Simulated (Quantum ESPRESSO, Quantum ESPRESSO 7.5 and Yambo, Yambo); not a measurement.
# Excitons of P (buckled honeycomb monolayer): kernels and approximations

Aim: the absorption spectrum of P (buckled honeycomb monolayer) with electron-hole interaction, and what each part of the kernel does.

Main program and level: Quantum ESPRESSO 7.5 and Yambo 5.3.0; PBE and many-body steps on it, plane waves.

### 1. Starting point

The cell holds 2 atoms: 2 P. Its edges and angles: a = 3.283 Å, b = 3.283 Å, c = 14.000 Å, α = 90.0°, β = 90.0°, γ = 120.0°. Vacuum lies along c.

The structure was relaxed with PBE. The runs that relaxed it are not among those shown.

### 2. Empty states on the mesh, 9×9×1 mesh, 66 bands

This step: Quantum ESPRESSO 7.5; DFT, PBE, plane waves, norm-conserving pseudopotentials.

The sums over transitions need many empty states on a uniform mesh; this step solves for them.

The input, pw.in:

```
&control
  calculation = 'nscf'
  prefix = 'x'
  outdir = 'o'
  pseudo_dir = 'pseudo'
/
&system
  ibrav = 0
  nat = 2
  ntyp = 1
  ecutwfc = 36.0
  nbnd = 66
  force_symmorphic = .true.
/
&electrons
  conv_thr = 1e-9
  electron_maxstep = 80
  diago_full_acc = .true.
  diago_thr_init = 5e-6
/
ATOMIC_SPECIES
  P 30.974 P.upf
CELL_PARAMETERS angstrom
  3.2833266790 -0.0000000003 0.0000000000
  -1.6416633393 2.8434443131 0.0000000000
  0.0000000000 0.0000000000 14.0000000000
ATOMIC_POSITIONS crystal
  P 0.3333333333 0.6666666667 0.4556478465
  P 0.6666666667 0.3333333333 0.5443521535
K_POINTS automatic
  9 9 1 0 0 0
```

Command:

```sh
$ OMP_NUM_THREADS=1 mpirun -n 4 pw.x -nk 4 -in pw.in > pw.out
```

Log:

```text
Program PWSCF v.7.5 starts

     This program is part of the open-source Quantum ESPRESSO suite
     for quantum simulation of materials; please cite
         "P. Giannozzi et al., J. Phys.:Condens. Matter 21 395502 (2009);
         "P. Giannozzi et al., J. Phys.:Condens. Matter 29 465901 (2017);
         "P. Giannozzi et al., J. Chem. Phys. 152 154105 (2020);
     in publications or presentations arising from this work. More details at

     Atomic positions and unit cell read from directory:
     o/x.save/

     Message from routine setup:
[...]
30.3899  30.4066

          k = 0.0000 0.2566 0.0000 (  3204 PWs)   bands (ev):

[...]
26.4100  26.6736  26.9613  27.1215  27.1921  27.1954  27.7097  27.9998
    28.3742  28.7278  29.6538  29.6626  30.0423  30.4378  30.4812  31.2188
    31.5518  32.0099

          k = 0.0000 0.3849 0.0000 (  3216 PWs)   bands (ev):

     [... further k-points ...]

     highest occupied, lowest unoccupied level (ev):    -2.5684   -0.6130

     XML data file, pseudopotentials, collected wavefunctions

=------------------------------------------------------------------------------=
   JOB DONE.
=------------------------------------------------------------------------------=
```

Wall time 6.3 s (4 MPI ranks of Arm Neoverse V1, shared host); peak memory 0.26 GiB.

This step gave:

```yaml
gap: 1.955 eV
k_of_the_valence_top: 0.1111, 0.2222, 0
k_of_the_conduction_bottom: 0, 0.3333, 0
least_direct_gap: 2.197 eV
k_points_computed: 12
lowest_point_of_the_top_converged_band_above_the_valence_top: 32.91 eV
```

On this mesh the gap is 1.955 eV.

The density comes from a self-consistent run that is not shown.

### 3. Conversion and set-up

This step: Yambo 5.3.0; conversion and set-up on PBE, plane waves, norm-conserving pseudopotentials.

The states are converted to the many-body program's format and the q mesh is built.

Command:

```sh
$ (cd o/x.save; p2y > p2y.log; mv SAVE ../..); yambo > setup.log
```

Log:

```text
 Yambo, version 5.3.0

 [02] CORE Variables Setup
 =========================

  [02.01] Unit cells
  ==================

  Cell kind             :  HCP
  Atoms in the cell     :  P
  number of P  atoms    :  2

  List of atomic masses
  Mass of P     :  30.97400

  List of atomic coordinates    : [cc]
  P1       : -0.58266E-10   3.5822       12.055      order 1
  P2       :   3.10229   1.79111  14.40147  order 2

  Alat factors          :   6.20459   5.37333  26.45617 [a.u.]
  Direct lattice volume :  882.0302 [a.u.]
  Direct lattice vectors:  A[ 1 ]  A[ 2 ]  A[ 3 ]
[...]
K/Q-points units:
 rlu = crystal or reduced units; cc = cartesian coordinates; iku = interal k-units

 Q [ 1]         [rlu]:  0.000000  0.000000  0.000000
 Q [ 2]         [rlu]: -0.14216E-16  0.11111       0.0000
 Q [ 3]         [rlu]: -0.28432E-16  0.22222       0.0000
[...]
Q [ 8]         [rlu]:  0.111111  0.333333  0.000000
 Q [ 9]         [rlu]:  0.111111  0.444444  0.000000
 Q [10]         [rlu]:  0.222222  0.222222  0.000000
 Q [11]         [rlu]:  0.222222  0.333333  0.000000
 Q [12]         [rlu]:  0.333333  0.333333  0.000000

  [03.01] X indexes
  =================

   [03.01.01] Sigma indexes
   ========================

 [06] Game Over & Game summary
```

Run time: 1.7 s. Hardware: 1 MPI rank; peak memory 0.24 GiB.

### 4. Screening and self-energy, 9×9×1 mesh, 66 bands, screening to 129.3 eV

G0W0 replaces the xc potential by the self-energy, built once from these orbitals. Only a window of levels is corrected, while the sums run over the empty bands that the input names.

This step: G0W0 on PBE, plane waves, norm-conserving pseudopotentials.

The input, gw1.in:

```
HF_and_locXC
gw0
dyson
ppa
em1d
rim_cut
rim_w
RandQpts= 3000000
RandGvec= 100 RL
CUTGeo= "slab z"
RandGvecW= 9 RL
EXXRLvcs= 36 Ry
VXCRLvcs= 144 Ry
Chimod= "HARTREE"
% BndsRnXp
 1 | 66 |
%
NGsBlkXp= 9.5 Ry
% LongDrXp
 1 | 1 | 0 |
%
% GbndRnge
 1 | 66 |
%
DysSolver= "n"
ExtendOut
PPAPntXp= 27.21138 eV
% QPkrange
 1 | 12 | 3 | 8 |
%
```

Command:

```sh
$ OMP_NUM_THREADS=1 mpirun -n 4 yambo -F gw1.in -J gw1 -C gw1 > gw1.log
```

Log:

```text
 Yambo, version 5.3.0

 [02] CORE Variables Setup
 =========================

  [... cell, symmetries and grids as in the set-up ...]

  [02.05] Energies & Occupations
  ==============================

  [X] === General ===
  [X] Electronic Temperature                        :  0.000000  0.000000 [eV K]
  [X] Bosonic    Temperature                        :  0.000000  0.000000 [eV K]
  [X] Finite Temperature mode                       : no
  [X] El. density                                   :  0.76509E+23 [cm-3]
[...]
Sc bands terminator                              : no
  Sx RL components                                 :   3189

  QP @ state[ 1 ] K range                          :   1  12
  QP @ state[ 1 ] b range                          :   3   8
  GF energies kind                                 : Perdew, Burke & Ernzerhof(X)+Perdew, Burke & Ernzerhof(C)
  GF WF`s kind                                     : Perdew, Burke & Ernzerhof(X)+Perdew, Burke & Ernzerhof(C)
  Xs energies kind                                 : Perdew, Burke & Ernzerhof(X)+Perdew, Burke & Ernzerhof(C)
  Xs WF`s kind                                     : Perdew, Burke & Ernzerhof(X)+Perdew, Burke & Ernzerhof(C)

 [14] Game Over & Game summary
```

Elapsed: 15 min, on 4 MPI ranks; peak memory 2.1 GiB.

Numbers from this step:

* G0W0 gap on the mesh: 3.326 eV
* starting gap on the mesh: 1.955 eV
* k of the valence top: 0, 0, 0
* k of the conduction bottom: 0, 0.3333, 0
* least direct G0W0 gap on the computed points: 3.725 eV

The gap on the mesh goes from 1.96 eV to 3.33 eV, a correction of +1.37 eV.

The gap opens by 1.371 eV; the next steps shift the empty bands rigidly by 1.528 eV, the correction at the start's least direct gap.

### 5. Excitons

Optical absorption needs the electron-hole interaction, solved here in a basis of vertical transitions on the mesh.

This step: Bethe-Salpeter equation on PBE with a scissors shift, plane waves, norm-conserving pseudopotentials.

The input, bse2.in:

```
optics
bss
bse
em1s
dipoles
rim_cut
rim_w
RandQpts= 3000000
RandGvec= 100 RL
CUTGeo= "slab z"
RandGvecW= 9 RL
Chimod= "HARTREE"
BSKmod= "SEX"
BSEmod= "resonant"
BSSmod= "d"
BSENGexx= 30 Ry
BSENGBlk= 6 Ry
% BSEQptR
 1 | 1 |
%
% BSEBands
 3 | 11 |
%
% BEnRange
 0 | 9 | eV
%
% BDmRange
 0.1 | 0.1 | eV
%
BEnSteps= 181
% BLongDir
 1 | 0 | 0 |
%
% BndsRnXs
 1 | 33 |
%
NGsBlkXs= 6 Ry
% LongDrXs
 1 | 1 | 0 |
%
% KfnQP_E
 1.528 | 1.0 | 1.0 |
%
WRbsWF
```

Command:

```sh
$ OMP_NUM_THREADS=1 mpirun -n 4 yambo -F bse2.in -J bse2 -C bse2 > bse2.log
```

Log:

```text
 Yambo, version 5.3.0

 [02] CORE Variables Setup
 =========================

  [... cell, symmetries and grids as in the set-up ...]

  [02.05] Energies & Occupations
  ==============================

  [X] === General ===
  [X] Electronic Temperature                        :  0.000000  0.000000 [eV K]
  [X] Bosonic    Temperature                        :  0.000000  0.000000 [eV K]
  [X] Finite Temperature mode                       : no
  [X] El. density                                   :  0.76509E+23 [cm-3]
  [X] Fermi Level                                   : -2.568385 [eV]

  [X] === Gaps and Widths ===
  [X] Conduction Band Min                           :  1.955404 [eV]
  [X] Valence Band Max                              :  0.000000 [eV]
  [X] Filled Bands                                  :   5
  [X] Empty Bands                                   :    6   66
  [X] Direct Gap                                    :  2.196881 [eV]
  [X] Direct Gap localized at k                     :   4
  [X] Indirect Gap                                  :  1.955404 [eV]
  [X] Indirect Gap between kpts                     :   7   4
  [X] Last valence band width                       :  1.697868 [eV]
  [X] 1st conduction band width                     :  1.801183 [eV]

 [03] Transferred momenta grid and indexing
 ==========================================

 [BZ sampling] Q-grid is User defined and/or read from the database

 IBZ Q-points                                      :  12
 BZ  Q-points                                      :   81

 K/Q-points units:
 rlu = crystal or reduced units; cc = cartesian coordinates; iku = interal k-units

 Q [ 1]         [rlu]:  0.000000  0.000000  0.000000
 Q [ 2]         [rlu]: -0.14216E-16  0.11111       0.0000
 Q [ 3]         [rlu]: -0.28432E-16  0.22222       0.0000
 Q [ 4]         [rlu]: -0.42648E-16  0.33333       0.0000
 Q [ 5]         [rlu]: -0.56864E-16  0.44444       0.0000
 Q [ 6]         [rlu]:  0.111111  0.111111  0.000000
 Q [ 7]         [rlu]:  0.111111  0.222222  0.000000
 Q [ 8]         [rlu]:  0.111111  0.333333  0.000000
 Q [ 9]         [rlu]:  0.111111  0.444444  0.000000
 Q [10]         [rlu]:  0.222222  0.222222  0.000000
 Q [11]         [rlu]:  0.222222  0.333333  0.000000
 Q [12]         [rlu]:  0.333333  0.333333  0.000000

  [03.01] X + BSE indexes
  =======================

   [03.01.01] Sigma indexes
   ========================

 [04] Coloumb potential Random Integration (RIM)
 ===============================================

 Performing RIM of v_slab

  [04.01] RIM initialization
  ==========================

  * Diagonal components only detected *

  8 x (sBL volume)        :  0.027775 [a.u.]
  sBZ random points       :  3000000
  Points outside the sBZ  :  24000829
  RL volume               :  0.281226 [a.u.]
  Integrated volume       :  0.281217 [a.u.]

  [04.02] RIM integrals
  =====================

  Gamma point sphere radius             :  0.030507 [a.u.]
  Points outside the sphere             :  2398884
  [Int_sBZ(q=0) 1/q^2]*(Vol_sBZ)^(-1/3) =:  7.219203
                                 should be <:  7.795600

  Summary of Coulomb integrals for non-metallic bands |Q|[au] RIM/Bare

  Q [1] 0.100000E-4 0.926061 * Q [2] 0.129925 0.890377
  Q [6] 0.225037 0.983866 * Q [3] 0.259851 0.995928
  Q [7] 0.343750 1.007485 * Q [4] 0.389776 1.008728
  Q [10] 0.450074 1.008621 * Q [8] 0.468452 1.008335
  Q [5] 0.519701 1.007450 * Q [11] 0.566331 1.006650
  Q [9] 0.595393 1.006132 * Q [12] 0.675112 1.004959
  Non-periodic chartesian directions : none
  Optical renormalization            :  26.45617 [au]
  Polarizability dimension           : length

 [05] Coloumb potential CutOffslab
 =================================

 Cut directionsZ
 Slab Cutoff:Z
 Symmetry test passed : yes

 [06] External/Internal QP corrections
 =====================================

 [QP_apply] Action to be applied: USER defined scissor

  [06.01]  QP corrections report
  ==============================

  [K+QP] === General ===
[...]
[WR./bse2//ndb.em1s]------------------------------------------------------------
  Brillouin Zone Q/K grids (IBZ/BZ)                :   12   81   12   81
  RL vectors                                       :   4363 [WF]
  Coulomb cutoff potential                         : slab z
  Electronic Temperature                           :  0.000000 [K]
  Bosonic    Temperature                           :  0.000000 [K]
  Static diel. fun.  energies                      : Perdew, Burke & Ernzerhof(X)+Perdew, Burke & Ernzerhof(C)
  wavefunctions                                    : Perdew, Burke & Ernzerhof(X)+Perdew, Burke & Ernzerhof(C)
  Global Gauge                                     : length
  X matrix size                                    :  255
  X band range                                     :    1   33
  X e/h energy range                               : -1.000000 -1.000000 [eV]
  X Time ordering                                  : T
  X Hxc Kernel                                     : HARTREE
  X Drude frequency                                :  0.000000  0.000000
  X poles                                          :  100.0000 [o/o]
  RL vectors in the sum                            :   4363
  [r,Vnl] included                                 : yes
  Field direction                                  :  0.707107E-5  0.707107E-5   0.00000
  BZ energy Double Grid                            : no
  BZ energy DbGd points                            : 0
  BZ Q point size factor                           : -1.000000
  X Optical Averaged directions                    : none

 [09] Bethe Salpeter Equation driver
 ===================================

 [WARNING] Coulomb cutoff at q=0. Default/Suggested Lkind= bar

  [09.01] Bethe Salpeter Equation @q1
  ===================================

   [09.01.01] Transition pre-analysis @q1
   ======================================

   [09.01.02] Transition Groups build-up @q1
   =========================================

   [BSK] Transition groups (total):  24
   [BSK] Size (resonant):  1458
   [BSK]         (total):  1458
   [BSK] N. of matrices :  1

   [09.01.03] Loading Dipoles @q1
   ==============================

   [09.01.04] Independent Particles properties @q1
   ===============================================

   Optical renormalization       :  26.45617 [a.u.]
   Polarizability dimension      : length

   ==========================================================

   [BSE] Exchange components :  2519
   [BSE] Correlation components :   255  1207

    [09.01.05.01] RIM-W interpolation
    =================================

    [WARNING] RIM-W works only for 2D semiconductors with slab cutoff
    Found compatible q grid: 2D
    q_min[ 1 ]:  0.11111      0.18497E-11   0.0000     [rlu]
     0.111111  0.055556  0.000000 [iku]
    q_min[ 2 ]:  0.14216E-16  0.11111       0.0000     [rlu]
     0.11723E-10  0.11111       0.0000     [iku]
    G-vectors :   9
    G-vectors loaded:   61
    Number of interpolated frequencies:  1

    Evaluating coefficients q = 0

    [09.01.05.02] RIM-W integrals
    =============================

    8 x (sBL volume)        :  0.027775 [a.u.]
    sBZ random points       :  3000000
    Points outside the sBZ  :  24000829
    RL volume               :  0.281226 [a.u.]
    Integrated volume       :  0.281217 [a.u.]

    [09.01.05.03] RIM integrals
    ===========================

    Comparison between head Wc = W - v averages: < Wc > [au] RIM-W/RIM

     < -Wc [Q = 1] > 0.225922E-1 0.243025E-4 * < -Wc [Q = 2] > 0.004948 0.004835
     < -Wc [Q = 3] > 0.001073 0.001056 * < -Wc [Q = 4] > 0.386834E-3 0.382762E-3
     < -Wc [Q = 5] > 0.180012E-3 0.178750E-3 * < -Wc [Q = 6] > 0.001518 0.001492
     < -Wc [Q = 7] > 0.539629E-3 0.533990E-3 * < -Wc [Q = 8] > 0.240962E-3 0.239424E-3
     < -Wc [Q = 9] > 0.125051E-3 0.124599E-3 * < -Wc [Q = 10] > 0.270804E-3 0.269271E-3
     < -Wc [Q = 11] > 0.145831E-3 0.145407E-3 * < -Wc [Q = 12] > 0.882413E-4 0.880648E-4

    Comparison between head Wc = W - v averages: < Wc > [au] RIM-W/RIM

     < -Wc [G = 1,G`=0] > 0.225922E-1 0.243025E-4 * < -Wc [G = 2,G`=0] >-0.001151 0.000000
     < -Wc [G = 3,G`=0] >-0.001151 0.000000 * < -Wc [G = 4,G`=0] > 0.332550E-4  0.00000
     < -Wc [G = 5,G`=0] > 0.332513E-4  0.00000 * < -Wc [G = 6,G`=0] > 0.241356E-4  0.00000
     < -Wc [G = 7,G`=0] > 0.241430E-4  0.00000 * < -Wc [G = 8,G`=0] >-0.692966E-5  0.00000
     < -Wc [G = 9,G`=0] >-0.693022E-5  0.00000

    [09.01.05.04] Screened interaction header I/O
    =============================================

    [09.01.05.05] Main kernel loop
    ==============================

    [09.01.05.06] Wave-Function Phases
    ==================================

    [BSE] WF phases found       :  86.57407 [o/o]

   [09.01.06] BSE solver(s) @q1
   ============================

   [09.01.07] Diago Solver @q1
   ===========================

 [12] Game Over & Game summary
```

Wall time 82 s (4 MPI ranks); peak memory 2.1 GiB; 5.4 min of CPU time.

This step gave:

| Property | Result |
| --- | --- |
| transitions in the window | 1458 |
| direct gap of the transition levels | 3.725 eV |
| lowest state | 2.738 eV |
| first strong exciton (over a fiftieth of the strongest listed) | 2.738 eV |
| binding of the lowest state below the direct gap | 0.9865 eV |

The lowest state lies at 2.738 eV, 0.987 eV under the direct gap.

Lines within 3 meV are set at the lowest of them, and the highest group, which the list may cut short, is left out. Exciton lines, with heights relative to the strongest:

```tsv
position (eV)	lines merged	strength, relative
2.738	2	100
2.783	3	0.0
2.798	1	0.0
3.089	2	26
3.102	1	0.0
3.123	2	0.0
3.134	1	0.0
3.547	2	59
3.575	2	0.0
3.579	1	0.0
3.583	1	0.0
3.642	5	5.4
```

Sheet polarisability (bohr); field along x; broadening 0.1 eV; transition window only. Limits: finite bands, cutoff and mesh; exciton not shown settled in the k mesh. The Im polarisability of the sheet by photon energy; read off at these points:

```tsv
photon energy (eV)	BSE	no electron-hole interaction
0.00	0.0928	0.0521
0.20	0.103	0.0561
0.40	0.115	0.0606
0.60	0.129	0.0657
0.80	0.146	0.0716
1.00	0.168	0.0782
1.20	0.195	0.0860
1.40	0.231	0.0950
1.60	0.279	0.106
1.80	0.350	0.118
2.00	0.462	0.134
2.20	0.673	0.153
2.40	1.21	0.177
2.60	3.80	0.208
2.75	9.98	0.240
2.80	7.68	0.252
3.00	3.56	0.317
3.20	3.18	0.429
3.40	4.38	0.689
3.60	10.6	1.87
3.80	9.21	3.09
4.00	29.4	3.22
4.20	74.0	2.10
4.40	20.4	4.31
4.60	11.1	6.93
4.80	13.0	5.03
5.00	7.64	11.7
5.20	4.27	29.7
5.35	4.07	48.1
5.40	4.00	45.6
5.60	4.22	20.5
5.80	7.13	18.6
6.00	8.78	8.07
6.05	10.4	7.60
6.20	6.13	8.41
6.40	5.72	5.54
6.60	4.51	5.89
6.80	2.39	8.61
7.00	2.83	11.4
7.20	3.79	11.1
7.40	3.06	7.89
7.60	2.34	4.82
7.80	2.17	3.20
8.00	2.38	5.49
8.20	3.18	4.97
8.40	1.63	5.97
8.60	0.935	2.68
8.80	0.581	2.91
9.00	0.807	2.66
```

[end of part 1 of 3]

[Paths, hosts, dates, memory and timing lines, banners, echoed tables and standing remarks are left out of the program output.]

[Logs are printed without paths, hosts, clocks, repeated set-up lines and the standing remarks that a program may print on its own settings, such as how far it seeks lower states.]

[Runs of the session that timed out or met a known fault of the program may be left out.]

[Hosts, paths, dates, database ids (printed as entryN), source tags and the programs' standing remarks are cut or masked in the printed files.]
